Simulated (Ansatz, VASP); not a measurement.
TaN: VASP beside Ansatz

INCAR

```
SYSTEM = TaN
PREC = Accurate
ENCUT = 520
EDIFF = 1E-6
ISMEAR = -1
SIGMA = 0.02
LREAL = .FALSE.
LASPH = .TRUE.
NELM = 60
ALGO = Normal
ISIF = 2
LWAVE = .FALSE.
LCHARG = .FALSE.
GGA = PE
NBANDS = 15
```

The input KPOINTS:

```
regular mesh
0
G
  9 9 9
  0 0 0
```

The input POSCAR:

```
TaN
1.0
    0.0000000000      2.1790000000      2.2443700000
    2.1790000000      0.0000000000      2.2443700000
    2.1790000000      2.1790000000      0.0000000000
Ta N
1 1
Direct
    0.5000000000      0.5000000000      0.5000000000
    0.0000000000      0.0000000000      0.0000000000
```

Input for Ansatz:

```yaml
crystal:
  lattice:
    - [0.0, 2.179, 2.24437]
    - [2.179, 0.0, 2.24437]
    - [2.179, 2.179, 0.0]
  atoms:
    - { symbol: Ta, position: [0.5, 0.5, 0.5] }
    - { symbol: "N", position: [0.0, 0.0, 0.0] }
kpoints:
  mp_grid: { grid: [9, 9, 9] }
  band_path:
    path:
      - [0.0, 0.0, 0.0]
      - [0.0, 0.5, 0.5]
      - [0.25, 0.75, 0.5]
      - [0.0, 0.5, 0.0]
      - [0.0, 0.0, 0.0]
      - [0.5, 0.5, 0.0]
      - [0.3678244886, 0.6321755114, 0.0]
      - [-0.3678244886, 0.3678244886, 0.0]
      - [0.0, 0.0, 0.0]
    npoints: 5
scf:
  occupations: { method: fermi_dirac, width: 0.02 }
hamiltonian:
  xc: pbe
  pseudopotentials: { kind: all_electron, lapw: { basis_error: 0.0005 } }
output:
  forces: true
  stress: true
  eigenvalues: true
```

Change from the starting cell: zz strain of +3 %.

Alike in both runs: task single point; functional PBE; k mesh 9 × 9 × 9; occupations fermi-dirac, width 0.02 eV; no spin polarisation.

|  | VASP | Ansatz |
| --- | --- | --- |
| version | VASP 6.6.1 | Ansatz 0.2.0 |
| potentials or method | VASP PAW PBE potentials, release 64 (Ta_pv, N) | all-electron LAPW, scalar-relativistic |
| plane-wave cutoff (eV) | 520 | see its input |

|  | VASP | Ansatz | Ansatz less VASP |
| --- | --- | --- | --- |
| pressure (GPa) | 5.1 | 4.4 | -0.72 |
| largest component of the traceless stress (GPa) | 12.38 | 12.27 | -0.112 |

Ansatz ran all-electron here, so the differences hold the error of VASP's frozen core and of both bases.

Spin-orbit coupling is left out, which matters for the levels of Ta.
